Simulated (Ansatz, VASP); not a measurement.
# AlN in VASP and in Ansatz

```xyz
12
Lattice="7.6111 0.0000 0.0000 -3.8056 6.5914 0.0000 0.0000 0.0000 2.8456" Properties=species:S:1:pos:R:3 pbc="T T T"
Al    4.4242    3.6541    2.1342
Al   -0.9524    5.6585    0.7114
Al    4.7580    0.9329    2.1342
Al    1.5711    4.5870    0.7114
Al   -0.6186    2.9373    0.7114
Al    2.2345    2.0044    2.1342
N     3.1746    3.6786    0.7114
N    -1.5984    4.5886    2.1342
N     2.8381    0.9100    0.7114
N     0.6309    2.9129    2.1342
N     0.9675    5.6814    2.1342
N     5.4040    2.0028    0.7114
```

Alike in both runs: functional PBE; k mesh 6 × 6 × 10; occupations gaussian, width 0.02 eV; no spin polarisation.

Ansatz relaxed the structure, and its values are those at the end. VASP's run is a single point on that final structure, the one shown.

```csv
,VASP,Ansatz
version,VASP 6.6.1,Ansatz 0.2.0
potentials or method,"VASP PAW PBE potentials, release 64 (Al, N)","scalar-relativistic, plane waves, PAW"
plane-wave cutoff (eV),520,420
valence electrons in the cell,48,48
```

Ansatz gave:

| Item | Value |
| --- | --- |
| gap on the k mesh at the Fermi level (eV) | 2.40 |
| least direct gap on the mesh (eV) | 2.48 |
| pressure (GPa) | 0.0 |
| rms of the force components (eV/Å) | 0.002 |

Problem. Which values does VASP return?

Solution. gap on the k mesh at the Fermi level (eV): 2.40; least direct gap on the mesh (eV): 2.48; pressure (GPa): -0.2; rms of the force components (eV/Å): 0.003.

With one functional, cell and mesh, what is left measures potentials, basis and numerics.

A k mesh can miss the band edges. Expect the measured gap to be larger: semilocal functionals such as PBE lack the derivative discontinuity.
